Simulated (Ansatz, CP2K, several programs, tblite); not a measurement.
Energy against volume for AlN built on the NiAs prototype, at fixed shape and fractional coordinates, computed by several methods (PBE and r2SCAN, where shown, with plane waves in Ansatz); the cell shown is that of r2SCAN. With free coordinates or axes held, a curve is too stiff, and on another method's shape its minimum isn't the method's own volume. The symmetry is P6_3/mmc (No. 194, hexagonal); conventional cell a = 2.833 Å, c = 4.841 Å, 8.41 Å³ an atom. Al is surrounded by 6 N at 2.03 Å; N is surrounded by 6 Al at 2.03 Å. Values at 0 K without nuclear motion; spin polarisation is off, and the phase may be a hypothetical one. Energies count from each curve's lowest point; fits are third-order Birch-Murnaghan.

```cif
data_structure
_symmetry_space_group_name_H-M 'P 1'
_symmetry_Int_Tables_number 1
_cell_length_a 2.8329
_cell_length_b 2.8329
_cell_length_c 4.8410
_cell_angle_alpha 90.000
_cell_angle_beta 90.000
_cell_angle_gamma 120.000
_cell_volume 33.64
loop_
_atom_site_label
_atom_site_type_symbol
_atom_site_fract_x
_atom_site_fract_y
_atom_site_fract_z
_atom_site_occupancy
Al1 Al 0.00000 0.00000 0.00000 1
Al2 Al 0.00000 0.00000 0.50000 1
N1 N 0.33333 0.66667 0.25000 1
N2 N 0.66667 0.33333 0.75000 1
```

PBE/SZV (CP2K), on the shape of the cell shown:
```
V (Å³/atom)  E (meV/atom)
      7.402        371.49
      7.906        183.75
      8.411         71.02
      8.916         14.34
      9.420          0.00
```
The lowest point is an end point, so the minimum isn't bracketed.

GFN1-xTB (tblite), on the shape of the cell shown, as a cluster of 128 atoms at the zone centre:

| V (Å³/atom) | E (meV/atom) |
| --- | --- |
| 7.402 | 917.93 |
| 7.906 | 566.82 |
| 8.411 | 313.47 |
| 8.916 | 128.23 |
| 9.420 | 0.00 |

This method closes the gap of a crystal that DFT finds insulating, so its curve rests on a wrong state.
The lowest point is an end point, so the minimum isn't bracketed.

Q: GFN2-xTB (tblite), on the shape of the cell shown, as a cluster of 128 atoms at the zone centre, gives
```
V (Å³/atom)  E (meV/atom)
      7.402        298.67
      7.906        122.35
      8.411         31.00
      8.916          0.00
      9.420         11.87
```
What equilibrium volume and bulk modulus follow?

A: V₀ = 9.00 Å³ an atom and B₀ = 227 GPa.

Q: PBE, on the shape of its own relaxed cell, gives

| V (Å³/atom) | E (meV/atom) |
| --- | --- |
| 8.104 | 25.86 |
| 8.363 | 6.08 |
| 8.622 | 0.00 |
| 8.880 | 5.55 |
| 9.139 | 21.15 |

What equilibrium volume and bulk modulus follow?

A: V₀ = 8.62 Å³ an atom and B₀ = 241 GPa.

light PBE (260 eV, its own mesh), on the shape of the cell shown:
```tsv
V (Å³/atom)	E (meV/atom)
7.738	71.69
8.075	22.03
8.411	0.00
8.748	15.91
9.084	42.33
9.420	77.58
```
The points scatter about a smooth fit, as a low cutoff and a light mesh can make them, so no fit is quoted.
